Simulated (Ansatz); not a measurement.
Bulk crystal (TiSi₂) after relaxation:

```cif
data_structure
_symmetry_space_group_name_H-M 'Cmcm'
_symmetry_Int_Tables_number 63
_cell_length_a 3.5476
_cell_length_b 13.5607
_cell_length_c 3.5792
_cell_angle_alpha 90.000
_cell_angle_beta 90.000
_cell_angle_gamma 90.000
_cell_volume 172.19
loop_
_atom_site_label
_atom_site_type_symbol
_atom_site_symmetry_multiplicity
_atom_site_Wyckoff_symbol
_atom_site_fract_x
_atom_site_fract_y
_atom_site_fract_z
_atom_site_occupancy
Ti1 Ti 4 c 0.50000 0.60318 0.75000 1
Si1 Si 4 c 0.50000 0.94085 0.75000 1
Si2 Si 4 c 0.00000 0.75017 0.75000 1
```

Miller indices refer to the conventional cell of Cmcm (No. 63), a = 3.548 Å, b = 13.561 Å, c = 3.579 Å, α = 90.00°, β = 90.00°, γ = 90.00°.

Level of theory: DFT PBE, scalar-relativistic, plane waves, PAW (Ansatz 0.2.0). Cutoff 420 eV, Gaussian smearing of 0.10 eV, no spin polarisation. A dipole correction acts along the normal.

The slab isn't stoichiometric, so its surface energy depends on the chemical potentials; it is given with the excess atoms taken from the element's standard state, a limit at which the compound may itself be unstable, so the figure can be too low.

A relaxed slab with low-index faces, about a nanometre thick, has these properties:

* Surface energy with the excess atoms taken from the elements: 1.04 J/m²
* Work function: 3.67 eV

**Question.** Which low-index plane was cut, and which atoms end it?

**Answer.** The (010) plane, with Ti in the top plane and Ti in the bottom one as cut, before relaxation. The planes from bottom to top: Ti, Si, Si, Ti, Si2, Ti, Si, Si, Ti.

The reference crystal is a form of TiSi2, which isn't its usual structure.